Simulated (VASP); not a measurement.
# From one sheet to two: InSe monolayer

What are the lattice, gap and band positions of InSe monolayer, and what does a second sheet change?

Calculated with VASP 6.6.1; r2SCAN with rVV10; plane waves and PAW (In, Se).

### 1. Set-up

The cell holds 4 atoms: 2 In and 2 Se. Cell: a = 4.090 Å, b = 4.090 Å, c = 22.000 Å, α = 90.0°, β = 90.0°, γ = 120.0°. Vacuum lies along c.

Structure file:

```
In Se
1.0
     4.09000    0.00000    0.00000
    -2.04500    3.54204    0.00000
     0.00000    0.00000   22.00000
In Se
2 2
Direct
  0.33333 0.66667 0.43568
  0.33333 0.66667 0.56432
  0.66667 0.33333 0.37750
  0.66667 0.33333 0.62250
```

### 2. Relaxing the monolayer

The sheet's cell relaxes in its plane with the atoms, while the vacuum is kept.

The input, INCAR:

```
SYSTEM = InSe
PREC = Normal
ENCUT = 350
EDIFF = 1E-06
NELM = 120
ISMEAR = 0
SIGMA = 0.03
LREAL = .FALSE.
ALGO = Normal
METAGGA = R2SCAN
LUSE_VDW = .TRUE.
IVDW_NL = 2
BPARAM = 11.95
CPARAM = 0.0093
LASPH = .TRUE.
NBANDS = 15
LORBIT = 11
LWAVE = .FALSE.
LCHARG = .FALSE.
KPAR = 4
IBRION = 2
NSW = 50
ISIF = 3
EDIFFG = -0.015
POTIM = 0.4
IDIPOL = 3
LDIPOL = .TRUE.
DIPOL = 0.5 0.5 0.5
LATTICE_CONSTRAINTS = .TRUE. .TRUE. .FALSE.
```

The input, POSCAR:

```
InSe
1.0
    4.0900000000      0.0000000000      0.0000000000
   -2.0450000000      3.5420439015      0.0000000000
    0.0000000000      0.0000000000     22.0000000000
In Se
2 2
Direct
    0.3333333333      0.6666666667      0.4356818182
    0.3333333333      0.6666666667      0.5643181818
    0.6666666667      0.3333333333      0.3775000000
    0.6666666667      0.3333333333      0.6225000000
```

The input, KPOINTS:

```
Automatic mesh
0
Gamma
9 9 1
0 0 0
```

The projector-augmented-wave data sets are In and Se (PBE family, release 64).

Command:

```console
$ mpirun -np 4 vasp_std
```

The log of the run:

```text
[banner, memory and clock lines left out]
running    4 mpi-ranks, on    1 nodes
 distrk:  each k-point on    1 cores,    4 groups
 distr:  one band on    1 cores,    1 groups

 POSCAR found type information on POSCAR InSe
 POSCAR found :  2 types and       4 ions
|                                                                             |
|               ----> ADVICE to this user running VASP <----                  |
|                                                                             |
|     You have switched on vdW-DFT.                                           |
|     This routine was written and supplied by Jiri Klimes. We recommend      |
|     that you carefully read and cite the following publications:            |
|       J. Klimes, D.R. Bowler, A. Michelides                                 |
|          J. Phys.: Cond Matt. 22 022201 (2010)                              |
|       J. Klimes, D.R. Bowler, A. Michelides                                 |
|          Phys. Rev. B. 83, 195131 (2011)                                    |
|     and references therein.                                                 |
|                                                                             |

|                                                                             |
|               ----> ADVICE to this user running VASP <----                  |
|                                                                             |
|     You enforced a specific xc type in the INCAR file but a different       |
|     [... a line on the potential file left out ...]
|     I HOPE YOU KNOW WHAT YOU ARE DOING!                                     |
|                                                                             |

 LDA part: xc-table for (None), standard interpolation
 POSCAR, INCAR and KPOINTS ok, starting setup
 FFT: planning ... GRIDC
 FFT: planning ... GRID_SOFT
 FFT: planning ... GRID
 WAVECAR not read
 entering main loop
       N       E                     dE             d eps       ncg     rms          rms(c)
Total rVV10 correction in eV:      0.7750636    30.7704775
Total rVV10 correction in eV:      0.7750636    30.7704775
Total rVV10 correction in eV:      0.7750636    30.7704775
Total rVV10 correction in eV:      0.7750636    30.7704775
DAV:   1     0.391522325463E+02    0.39152E+02   -0.44338E+03   360   0.613E+02
DAV:   2    -0.637418557419E+02   -0.10289E+03   -0.98395E+02   514   0.129E+02
DAV:   3    -0.778224420220E+02   -0.14081E+02   -0.13932E+02   458   0.557E+01
DAV:   4    -0.781964562424E+02   -0.37401E+00   -0.37315E+00   479   0.110E+01
DAV:   5    -0.782039484562E+02   -0.74922E-02   -0.74915E-02   472   0.143E+00    0.604E+00
Total rVV10 correction in eV:      0.7874409    30.7705624
Total rVV10 correction in eV:      0.7874409    30.7705624
Total rVV10 correction in eV:      0.7874409    30.7705624
Total rVV10 correction in eV:      0.7874409    30.7705624
DAV:   6    -0.755544166121E+02    0.26495E+01   -0.14831E+00   479   0.688E+00    0.419E+00
Total rVV10 correction in eV:      0.7965469    30.7704768
Total rVV10 correction in eV:      0.7965469    30.7704768
Total rVV10 correction in eV:      0.7965469    30.7704768
Total rVV10 correction in eV:      0.7965469    30.7704768
DAV:   7    -0.755941965507E+02   -0.39780E-01   -0.42401E-01   423   0.320E+00    0.118E+00
Total rVV10 correction in eV:      0.7982702    30.7704736
Total rVV10 correction in eV:      0.7982702    30.7704736
Total rVV10 correction in eV:      0.7982702    30.7704736
Total rVV10 correction in eV:      0.7982702    30.7704736
DAV:   8    -0.755937738214E+02    0.42273E-03   -0.19504E-02   479   0.912E-01    0.484E-01
Total rVV10 correction in eV:      0.8019869    30.7704736
Total rVV10 correction in eV:      0.8019869    30.7704736
Total rVV10 correction in eV:      0.8019869    30.7704736
Total rVV10 correction in eV:      0.8019869    30.7704736
DAV:   9    -0.755960308970E+02   -0.22571E-02   -0.73996E-03   388   0.575E-01    0.200E-01
Total rVV10 correction in eV:      0.8019052    30.7704736
Total rVV10 correction in eV:      0.8019052    30.7704736
Total rVV10 correction in eV:      0.8019052    30.7704736
Total rVV10 correction in eV:      0.8019052    30.7704736
DAV:  10    -0.755960435360E+02   -0.12639E-04   -0.23100E-04   423   0.102E-01    0.840E-02
Total rVV10 correction in eV:      0.8026982    30.7704736
Total rVV10 correction in eV:      0.8026982    30.7704736
Total rVV10 correction in eV:      0.8026982    30.7704736
Total rVV10 correction in eV:      0.8026982    30.7704736
DAV:  11    -0.755963560946E+02   -0.31256E-03   -0.30446E-04   430   0.103E-01    0.482E-02
Total rVV10 correction in eV:      0.8027793    30.7704736
Total rVV10 correction in eV:      0.8027793    30.7704736
Total rVV10 correction in eV:      0.8027793    30.7704736
Total rVV10 correction in eV:      0.8027793    30.7704736
DAV:  12    -0.755963581130E+02   -0.20183E-05   -0.21113E-05   444   0.338E-02    0.713E-03
Total rVV10 correction in eV:      0.8031989    30.7704736
Total rVV10 correction in eV:      0.8031989    30.7704736
Total rVV10 correction in eV:      0.8031989    30.7704736
Total rVV10 correction in eV:      0.8031989    30.7704736
DAV:  13    -0.755965009107E+02   -0.14280E-03   -0.64014E-05   416   0.441E-02    0.458E-03
Total rVV10 correction in eV:      0.8032901    30.7704736
Total rVV10 correction in eV:      0.8032901    30.7704736
Total rVV10 correction in eV:      0.8032901    30.7704736
Total rVV10 correction in eV:      0.8032901    30.7704736
DAV:  14    -0.755965417101E+02   -0.40799E-04   -0.38822E-06   444   0.142E-02    0.481E-03
Total rVV10 correction in eV:      0.8035103    30.7704736
Total rVV10 correction in eV:      0.8035103    30.7704736
Total rVV10 correction in eV:      0.8035103    30.7704736
Total rVV10 correction in eV:      0.8035103    30.7704736
DAV:  15    -0.755966712831E+02   -0.12957E-03   -0.28921E-05   381   0.321E-02    0.194E-03
Total rVV10 correction in eV:      0.8035666    30.7704736
Total rVV10 correction in eV:      0.8035666    30.7704736
Total rVV10 correction in eV:      0.8035666    30.7704736
Total rVV10 correction in eV:      0.8035666    30.7704736
DAV:  16    -0.755967019254E+02   -0.30642E-04   -0.14605E-05   430   0.167E-02    0.167E-03
Total rVV10 correction in eV:      0.8035869    30.7704814
Total rVV10 correction in eV:      0.8035869    30.7704814
Total rVV10 correction in eV:      0.8035869    30.7704814
Total rVV10 correction in eV:      0.8035869    30.7704814
DAV:  17    -0.755967313652E+02   -0.29440E-04   -0.30312E-05   437   0.233E-02    0.192E-03
Total rVV10 correction in eV:      0.8035859    30.7704872
[...]
Total rVV10 correction in eV:      0.7960816    30.7711922
DAV:   2    -0.756282146054E+02    0.30544E-01   -0.80078E-02   493   0.179E+00    0.541E-01
Total rVV10 correction in eV:      0.7933680    30.7710490
Total rVV10 correction in eV:      0.7933680    30.7710490
Total rVV10 correction in eV:      0.7933680    30.7710490
Total rVV10 correction in eV:      0.7933680    30.7710490
DAV:   3    -0.756235008687E+02    0.47137E-02   -0.31760E-02   430   0.862E-01    0.186E-01
Total rVV10 correction in eV:      0.7929726    30.7708609
Total rVV10 correction in eV:      0.7929726    30.7708609
Total rVV10 correction in eV:      0.7929726    30.7708609
Total rVV10 correction in eV:      0.7929726    30.7708609
DAV:   4    -0.756230805518E+02    0.42032E-03   -0.96656E-04   409   0.219E-01    0.151E-01
Total rVV10 correction in eV:      0.7917119    30.7706835
Total rVV10 correction in eV:      0.7917119    30.7706835
Total rVV10 correction in eV:      0.7917119    30.7706835
Total rVV10 correction in eV:      0.7917119    30.7706835
DAV:   5    -0.756228240532E+02    0.25650E-03   -0.11187E-03   458   0.196E-01    0.765E-02
Total rVV10 correction in eV:      0.7917773    30.7706817
Total rVV10 correction in eV:      0.7917773    30.7706817
Total rVV10 correction in eV:      0.7917773    30.7706817
Total rVV10 correction in eV:      0.7917773    30.7706817
DAV:   6    -0.756228402574E+02   -0.16204E-04   -0.13569E-04   437   0.576E-02    0.396E-02
Total rVV10 correction in eV:      0.7915763    30.7706200
Total rVV10 correction in eV:      0.7915763    30.7706200
Total rVV10 correction in eV:      0.7915763    30.7706200
Total rVV10 correction in eV:      0.7915763    30.7706200
DAV:   7    -0.756228563406E+02   -0.16083E-04   -0.24577E-05   409   0.284E-02    0.909E-03
Total rVV10 correction in eV:      0.7916080    30.7706057
Total rVV10 correction in eV:      0.7916080    30.7706057
Total rVV10 correction in eV:      0.7916080    30.7706057
Total rVV10 correction in eV:      0.7916080    30.7706057
DAV:   8    -0.756228600443E+02   -0.37037E-05   -0.11706E-06   306   0.845E-03    0.428E-03
Total rVV10 correction in eV:      0.7916273    30.7705476
Total rVV10 correction in eV:      0.7916273    30.7705476
Total rVV10 correction in eV:      0.7916273    30.7705476
Total rVV10 correction in eV:      0.7916273    30.7705476
DAV:   9    -0.756228786821E+02   -0.18638E-04   -0.26032E-06   430   0.867E-03    0.435E-03
Total rVV10 correction in eV:      0.7916309    30.7705376
Total rVV10 correction in eV:      0.7916309    30.7705376
Total rVV10 correction in eV:      0.7916309    30.7705376
Total rVV10 correction in eV:      0.7916309    30.7705376
DAV:  10    -0.756228823281E+02   -0.36460E-05   -0.20074E-07   397   0.372E-03    0.325E-03
Total rVV10 correction in eV:      0.7916455    30.7705033
Total rVV10 correction in eV:      0.7916455    30.7705033
Total rVV10 correction in eV:      0.7916455    30.7705033
Total rVV10 correction in eV:      0.7916455    30.7705033
DAV:  11    -0.756228948035E+02   -0.12475E-04   -0.14709E-06   396   0.689E-03    0.809E-04
Total rVV10 correction in eV:      0.7916532    30.7704863
Total rVV10 correction in eV:      0.7916532    30.7704863
Total rVV10 correction in eV:      0.7916532    30.7704863
Total rVV10 correction in eV:      0.7916532    30.7704863
DAV:  12    -0.756229001239E+02   -0.53204E-05   -0.55857E-07   404   0.473E-03    0.836E-04
Total rVV10 correction in eV:      0.7916563    30.7704795
Total rVV10 correction in eV:      0.7916563    30.7704795
Total rVV10 correction in eV:      0.7916563    30.7704795
Total rVV10 correction in eV:      0.7916563    30.7704795
DAV:  13    -0.756229021458E+02   -0.20219E-05   -0.21197E-07   369   0.311E-03    0.466E-04
Total rVV10 correction in eV:      0.7916571    30.7704772
Total rVV10 correction in eV:      0.7916571    30.7704772
Total rVV10 correction in eV:      0.7916571    30.7704772
Total rVV10 correction in eV:      0.7916571    30.7704772
DAV:  14    -0.756229029185E+02   -0.77262E-06   -0.10214E-07   383   0.242E-03
Total rVV10 correction in eV:      0.7916556    30.7704783
Total rVV10 correction in eV:      0.7916556    30.7704783
Total rVV10 correction in eV:      0.7916556    30.7704783
Total rVV10 correction in eV:      0.7916556    30.7704783
Total rVV10 correction in eV:      0.7916568    30.7704770
Total rVV10 correction in eV:      0.7916568    30.7704770
Total rVV10 correction in eV:      0.7916568    30.7704770
Total rVV10 correction in eV:      0.7916568    30.7704770
   2 F= -.75622903E+02 E0= -.75622903E+02  d E =-.261272E-01
[...]
3 F= -.75623100E+02 E0= -.75623100E+02  d E =-.263243E-01
[...]
4 F= -.75628034E+02 E0= -.75628034E+02  d E =-.493425E-02
[...]
5 F= -.75629476E+02 E0= -.75629476E+02  d E =-.637624E-02
[...]
6 F= -.75629480E+02 E0= -.75629480E+02  d E =-.637988E-02
[...]
7 F= -.75629629E+02 E0= -.75629629E+02  d E =-.149574E-03
[...]
8 F= -.75629957E+02 E0= -.75629957E+02  d E =-.477295E-03
 curvature:  -3.31 expect dE=-0.125E-03 dE for cont linesearch -0.117E-03
 ZBRENT: increasing intervall
 opt :  11.5901  next Energy=   -75.630076 (dE=-0.596E-03)
 bond charge predicted
       N       E                     dE             d eps       ncg     rms          rms(c)
Total rVV10 correction in eV:      0.7887661    30.7704917
Total rVV10 correction in eV:      0.7887661    30.7704917
Total rVV10 correction in eV:      0.7887661    30.7704917
Total rVV10 correction in eV:      0.7887661    30.7704917
DAV:   1    -0.756283104348E+02    0.16462E-02   -0.20312E-01   360   0.243E+00    0.169E-01
Total rVV10 correction in eV:      0.7890901    30.7705096
Total rVV10 correction in eV:      0.7890901    30.7705096
Total rVV10 correction in eV:      0.7890901    30.7705096
Total rVV10 correction in eV:      0.7890901    30.7705096
DAV:   2    -0.756300874370E+02   -0.17770E-02   -0.10293E-02   374   0.549E-01    0.782E-02
Total rVV10 correction in eV:      0.7891698    30.7705180
Total rVV10 correction in eV:      0.7891698    30.7705180
Total rVV10 correction in eV:      0.7891698    30.7705180
Total rVV10 correction in eV:      0.7891698    30.7705180
DAV:   3    -0.756300692639E+02    0.18173E-04   -0.17635E-04   416   0.927E-02    0.551E-02
Total rVV10 correction in eV:      0.7892913    30.7705379
Total rVV10 correction in eV:      0.7892913    30.7705379
Total rVV10 correction in eV:      0.7892913    30.7705379
Total rVV10 correction in eV:      0.7892913    30.7705379
DAV:   4    -0.756300499396E+02    0.19324E-04   -0.64305E-05   395   0.502E-02    0.188E-02
Total rVV10 correction in eV:      0.7893890    30.7705338
Total rVV10 correction in eV:      0.7893890    30.7705338
Total rVV10 correction in eV:      0.7893890    30.7705338
Total rVV10 correction in eV:      0.7893890    30.7705338
DAV:   5    -0.756300519213E+02   -0.19817E-05   -0.24325E-05   388   0.297E-02    0.103E-02
Total rVV10 correction in eV:      0.7894121    30.7705190
Total rVV10 correction in eV:      0.7894121    30.7705190
Total rVV10 correction in eV:      0.7894121    30.7705190
Total rVV10 correction in eV:      0.7894121    30.7705190
DAV:   6    -0.756300524073E+02   -0.48607E-06   -0.15941E-06   407   0.840E-03
Total rVV10 correction in eV:      0.7894261    30.7704788
Total rVV10 correction in eV:      0.7894261    30.7704788
Total rVV10 correction in eV:      0.7894261    30.7704788
Total rVV10 correction in eV:      0.7894261    30.7704788
Total rVV10 correction in eV:      0.7894261    30.7705116
Total rVV10 correction in eV:      0.7894261    30.7705116
Total rVV10 correction in eV:      0.7894261    30.7705116
Total rVV10 correction in eV:      0.7894261    30.7705116
   9 F= -.75630052E+02 E0= -.75630052E+02  d E =-.572485E-03
 curvature:  -3.37 expect dE=-0.655E-04 dE for cont linesearch -0.451E-04
 trial: gam= 0.00000 g(F)=  0.170E-04 g(S)=  0.246E-05 ort =-0.429E-04 (trialstep = 0.325E+01)
 search vector abs. value=  0.194E-04
 reached required accuracy - stopping structural energy minimisation
```

Wall time 5.1 min (4 MPI ranks of Intel Xeon 6975P-C (Granite Rapids), shared host); peak memory 1.6 GiB; 19 min of CPU time.

The logs omit lines about the potential files and the build; timing stands in the text.

(Continued in part 2 of 8.)

[Lines on the potential files, build, host, timing and source positions are cut from VASP's logs without a mark.]

[Logs are printed without paths, hosts, clocks, repeated set-up lines and the standing remarks that a program may print on its own settings, such as how far it seeks lower states.]

[Hosts, paths, dates, database ids (printed as entryN), source tags and the programs' standing remarks are cut or masked in the printed files.]

[Runs that stopped without an error message from VASP are left out.]
